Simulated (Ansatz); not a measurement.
In doubt: masses and optical values from hybrid runs of this build are listed as unsure, which bears on the screening that GW takes from such a start.

Rows from a G0W0 calculation on In5GaAsP5 (zincblende [001] superlattice) (Ansatz 0.2.0; G0W0 on HSE06, plane waves, PAW; PAW set soft_1; 4×4×2 mesh, 579 empty bands, screening to 90 eV, PAW set soft_1 files), in eV. Spin-orbit coupling is left out.

```csv
row,k,band,start,Σx,Σc at the solution,Vxc
A,Γ,v1,6.741,-16.650,1.255,-15.311
B,Γ,v3,6.646,-16.297,0.987,-15.249
C,Γ,c2,8.954,-6.441,-3.579,-9.939
D,Γ,c1,8.050,-10.094,-3.408,-13.586
E,Γ,c3,9.135,-7.416,-3.640,-11.063
F,Γ,v2,6.663,-16.728,1.276,-15.374
```

Q: Work out each quasiparticle level and how far it moved.

The quasiparticle equation reads E = start + Σx + Σc(E) − Vxc.

```csv
row,E (eV),shift (eV)
A,6.656,−0.084
B,6.586,−0.061
C,8.873,−0.081
D,8.133,+0.084
E,9.142,+0.006
F,6.586,−0.077
```

The gap over the computed points goes from 1.31 eV to 1.48 eV.

Limits: not at the basis limit; no spin-orbit coupling; coarse k mesh.

[Paths, hosts, dates, memory and timing lines, banners, echoed tables and standing remarks are left out of the program output.]

[Logs are printed without paths, hosts, clocks, repeated set-up lines and the standing remarks that a program may print on its own settings, such as how far it seeks lower states.]

[Runs of the session that timed out or met a known fault of the program may be left out.]

[Cells called generated may have been cut or substituted from an entry of the Crystallography Open Database or the Materials Project.]

[Hosts, paths, dates, database ids (printed as entryN), source tags and the programs' standing remarks are cut or masked in the printed files.]
